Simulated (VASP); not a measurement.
AlN:

```
CELL_PARAMETERS angstrom
0.00000 2.18399 2.18399
2.18399 0.00000 2.18399
2.18399 2.18399 0.00000
ATOMIC_POSITIONS crystal
Al 0.00000 0.00000 0.00000
N 0.25000 0.25000 0.25000
```

Measurements of this composition are mostly on another form, of space group No. 186.

Base run:

- Program: VASP 6.6.1
- Functional: r2SCAN-EpsX
- Potentials or basis: VASP PAW PBE potentials, release 64 (Al, N)
- Cutoff: 520 eV
- k mesh: 8 × 8 × 8
- Occupations: gaussian, width 0.02 eV
- Spin: no spin polarisation

Its results: band gap on the k mesh 5.47 eV, indirect (least direct gap 6.49 eV); pressure -2.7 GPa.

Question: The run is repeated on the same cell with these changes: functional from r2SCAN-EpsX to HSE06. What comes out?

Answer: Band gap on the k mesh 4.58 eV, indirect (least direct gap 5.57 eV); pressure -0.6 GPa.

Caveats: the PAW data sets were made with another functional, which shifts forces and pressure a little.
